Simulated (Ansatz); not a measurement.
`N[SiH2][AlH2]` + `CCCS` → `CCC[S][AlH2]` + `N[SiH3]`  (cleavage of the Al–Si bond)

Program: Ansatz. Geometries: PBE0-D4/def2-TZVP. ΔE: electronic, gas phase. CBS: MP2 limit from def2 TZ/QZ plus the TZ coupled-cluster correction, frozen cores. This one scheme is used for every species. DFT in def2-TZVPP. One conformer a species, not always the lowest.

Q: Is it downhill or uphill in electronic energy at CCSD(T)/CBS, and by how much? (An estimate is asked.)

A: The calculation gave: Downhill: ΔE = -1.29 eV.

Q: What do these levels give: ωB97M-V, B2PLYP, HF/def2-TZVPP, CCSD(T)/def2-TZVPP, HF/CBS(def2), CCSD/CBS(def2)? (Best estimate.)

A: Computed: ωB97M-V -1.32, B2PLYP -1.31, HF/def2-TZVPP -1.34, CCSD(T)/def2-TZVPP -1.27, HF/CBS(def2) -1.34, CCSD/CBS(def2) -1.28 eV.

Largest T1 diagnostic among the species: 0.011.

From PBE to PBE0 (25 % exact exchange), in def2-TZVPP and without D4, ΔE moves by −0.03 eV.
